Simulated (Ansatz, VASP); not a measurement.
## WSe2 in VASP and in Ansatz

```
Se W
1.0
     3.31482    0.00000    0.00000
    -1.65741    2.87072    0.00000
     0.00000    0.00000   30.48200
Se W
2 1
Direct
  0.66667 0.33333 0.29573
  0.66667 0.33333 0.40439
  0.33333 0.66667 0.35006
```

Alike in both runs: functional PBEsol; k mesh 12 × 12 × 1; occupations gaussian, width 0.02 eV; no spin polarisation.

Ansatz relaxed the structure, and its values are those at the end. VASP's run is a single point on that final structure, the one shown.

```csv
,VASP,Ansatz
version,VASP 6.6.1,Ansatz 0.2.0
potentials or method,"VASP PAW PBE potentials, release 64 (Se, W_sv)","scalar-relativistic, plane waves, PAW"
plane-wave cutoff (eV),520,420
valence electrons in the cell,26,46
```

VASP gave:

| Quantity | Value |
| --- | --- |
| gap on the k mesh at the Fermi level (eV) | 1.51 |
| least direct gap on the mesh (eV) | 1.51 |
| rms of the force components (eV/Å) | 0.028 |

Q: Which values does Ansatz return?

A: gap on the k mesh at the Fermi level (eV): 1.52; least direct gap on the mesh (eV): 1.52; rms of the force components (eV/Å): 0.000.

The functional is the same, so the differences come from potentials, cutoffs and numerics. The two sets of potentials don't hold the same shells in valence. Ansatz warned: «slab_cell_height_set».

Caveats: the PAW data sets were made with another functional, which shifts forces and pressure a little (VASP); spin-orbit coupling is left out, which moves the levels of the heavy elements.
